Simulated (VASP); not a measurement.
## TaN: elastic constants with PBEsol

TaN:

```
CELL_PARAMETERS angstrom
2.92177 0.00000 0.00000
-1.46088 2.53033 0.00000
0.00000 0.00000 5.91652
ATOMIC_POSITIONS crystal
Ta 0.00000 0.00000 0.50000
Ta 0.00000 0.00000 0.00000
N 0.33333 0.66667 0.25000
N 0.66667 0.33333 0.75000
```

The cell comes from a database or a generator and needn't be the stable form of this composition.

```yaml
Program: VASP 6.6.1
Task: elastic constants
Functional: PBEsol
Potentials_or_basis: VASP PAW PBE potentials, release 64 (Ta_pv, N)
Cutoff: 600 eV
k_mesh: 7 × 7 × 4
Occupations: gaussian, width 0.02 eV
Spin: no spin polarisation
Ions_in_elastic_constants: relaxed
Further_INCAR_settings: ALGO = Fast; EDIFF = 1e-08; IBRION = 6; POTIM = 0.015; NSW = 1; ISIF = 3
```

- Relaxed volume: 10.61 Å³/atom
- Relaxed cell: a = 2.888 Å, b = 2.888 Å, c = 5.876 Å, α = 90.00°, β = 90.00°, γ = 120.00°
- Space group after relaxing (to 0.05 Å): P6_3/mmc (No. 194)
- Voigt bulk modulus: 356 GPa
- Highest phonon frequency at Γ, LO-TO splitting left out: 563 cm⁻¹

The path:
```
step  energy change (eV)  largest force (eV/Å)  pressure (GPa)  volume (Å³)
   1              0.0000                0.0000           -9.83        43.74
   2              0.1935                0.0000           28.44        39.63
   3             -0.0407                0.0000           -0.18        42.49
   4             -0.0407                0.0000            0.05        42.46
   5             -0.0409                0.0000           -0.07        42.45
   6             -0.0413                0.0000           -0.02        42.45
```

Final structure:
```cif
data_structure
_symmetry_space_group_name_H-M 'P 1'
_symmetry_Int_Tables_number 1
_cell_length_a 2.8882
_cell_length_b 2.8882
_cell_length_c 5.8764
_cell_angle_alpha 90.000
_cell_angle_beta 90.000
_cell_angle_gamma 120.000
_cell_volume 42.45
loop_
_atom_site_label
_atom_site_type_symbol
_atom_site_fract_x
_atom_site_fract_y
_atom_site_fract_z
_atom_site_occupancy
Ta1 Ta 0.00000 0.00000 0.50000 1
Ta2 Ta 0.00000 0.00000 0.00000 1
N1 N 0.33333 0.66667 0.25000 1
N2 N 0.66667 0.33333 0.75000 1
```

Phonon frequencies in cm⁻¹ (negative: imaginary):
```tsv
q point	frequencies
(0.000, 0.000, 0.000)	0 0 0 148 148 269 425 425 505 505 523 563
```

Elastic tensor in Voigt notation (GPa, in the Cartesian axes of the cell as first typed):
```
557 305 152   0   0   0
305 557 152   0   0   0
152 152 871   0   0   0
  0   0   0 305   0   0
  0   0   0   0 305   0
  0   0   0   0   0 126
```

Clamped-ion elastic tensor (GPa):
```
598 264 152   0   0   0
264 598 152   0   0   0
152 152 871   0   0   0
  0   0   0 305   0   0
  0   0   0   0 305   0
  0   0   0   0   0 167
```

Run time: 17 min on 1 thread of Intel(R) Xeon(R) Platinum 8488C (Sapphire Rapids) (shared host), peak memory 0.26 GiB.

Caveat: the PAW data sets were made with another functional, which shifts forces and pressure a little. The run has no spin-orbit coupling, so splittings on Ta are missing.
